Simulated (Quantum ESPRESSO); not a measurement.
**NaCl: zone-centre phonons and dielectric response under several settings**

```
Cl Na
1.0
     0.00000    2.79406    2.79406
     2.79406    0.00000    2.79406
     2.79406    2.79406    0.00000
Cl Na
1 1
Direct
  0.50000 0.50000 0.50000
  0.00000 0.00000 0.00000
```

The cell is a database's computed one.

All runs used Quantum ESPRESSO 7.5; k mesh 4 × 4 × 4, shifted; relaxed cell; no spin polarisation; cutoff 1197 eV; occupations smeared at first, fixed for the response.

```csv
level,potentials,volume (Å³/atom),lowest optical mode without the field (cm⁻¹),highest mode with the field (cm⁻¹),ε∞ (mean),ε0 (mean),Born charge of atom 1 (e)
LDA,PseudoDojo 0.4.1 SR LDA standard,20.41,189,270,2.68,5.5,-1.07
PBEsol,PseudoDojo 0.4.1 SR PBEsol standard,?,?,?,?,?,?
```

Question: What stands in the row left open?

Answer: Volume 22.00 Å³/atom; lowest optical mode without the field 171 cm⁻¹; highest mode with the field 258 cm⁻¹; ε∞ 2.57; ε0 5.9; Born charge of atom 1 -1.09 e.

Caveats: before the sum rule the acoustic modes lie tens of cm⁻¹ from zero, a sign that the density grid also shifts the optical modes (some runs).

For the row left open. Caveat: before the sum rule the acoustic modes lie tens of cm⁻¹ from zero, a sign that the density grid also shifts the optical modes.
